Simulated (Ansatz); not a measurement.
Squeezing Ge (hcp type)

```xyz
2
Lattice="2.9674 0.0000 0.0000 -1.4837 2.5699 0.0000 0.0000 0.0000 5.0791" Properties=species:S:1:pos:R:3 pbc="T T T"
Ge    0.0000    1.7132    1.2698
Ge    1.4837    0.8566    3.8093
```

The cell comes from a relaxation on PAW files under the same functional, begun from a prototype that needn't be the stable phase.

Its volume is scaled, and at each volume shape and atoms are relaxed on PAW files; all methods then take that cell.

All numbers are PBE results (scalar-relativistic) from Ansatz 0.2.0, with a Γ-centred 14×14×8 k mesh, Fermi–Dirac smearing of 0.1 eV, no spin polarisation. Methods: LAPW: all electrons, basis error target 1 meV/atom; PAW: frozen-core files, cutoff 420 eV; crystal datasets: all electrons, by PAW datasets that the program makes for each cell; norm-conserving: pseudopotentials, cutoff 1061 eV; PAW (cutoff 250 eV): frozen-core files, cutoff 250 eV.

Energies are extrapolated to zero smearing and count from the unscaled cell; pressure is positive in compression; gaps take the mesh and a band path. No temperature or zero-point motion is included.

```
V/V0  V (Å³/atom)  P LAPW (GPa)  ΔE LAPW (eV/atom)  P PAW − LAPW (GPa)  ΔE PAW − LAPW (meV/atom)  space group  shortest distance (Å)
1.00        19.37          0.04              0.000               -0.03                       0.0     P6_3/mmc                  2.967
0.90        17.43          8.60              0.046               -0.05                      -0.4     P6_3/mmc                  2.866
0.80        15.49          23.6              0.232               -0.08                      -1.1     P6_3/mmc                  2.760
0.70        13.56          50.6              0.665               -0.10                      -2.2     P6_3/mmc                  2.649
0.60        11.62         101.4              1.545               -0.13                      -3.6     P6_3/mmc                  2.538
0.50         9.68         208.6              3.334               -0.09                      -5.0     P6_3/mmc                  2.391
0.40         7.75             ?              7.145                0.49                      -3.7     P6_3/mmc                  2.218
```

Fill in "P LAPW (GPa)" for the row "0.40".

459.8.

Fit the Vinet equation to the LAPW pressures over the whole range, with residuals weighted by 1/(|P| + 0.03·Pmax).

V0 = 19.44 Å³/atom, B0 = 56.9 GPa and B0′ = 5.26, and the fit misses no point by more than 9.7 GPa. A fit over so wide a range pins B0 less well than one near rest.

From the table, what is the rise of the enthalpy H = E + pV up to the last row, and how stiff is the crystal between the last two rows?

ΔH = 7.145 eV + (459.8 GPa × 7.75 Å³ − 0.04 GPa × 19.37 Å³) × 0.006242 eV/(GPa·Å³) = 29.37 eV/atom, of which pV makes 76 %. The mean bulk modulus there is −ΔP/Δln V = 1130 GPa.

At the smallest volume, how far do crystal datasets and norm-conserving and PAW (cutoff 250 eV) lie from LAPW in pressure?

crystal datasets: 0.00 GPa; norm-conserving: +0.55 GPa; PAW (cutoff 250 eV): +7.21 GPa, on a LAPW pressure of 459.8 GPa.

How do the Löwdin populations by LAPW change from the unscaled cell to the last row?

Ge 4s 1.70 → 1.22, Ge 4p 2.27 → 2.77 electrons an atom. These are projections on the shells that the free atoms fill; 0.07 e a cell lies outside them at the start and 0.15 e at the end.
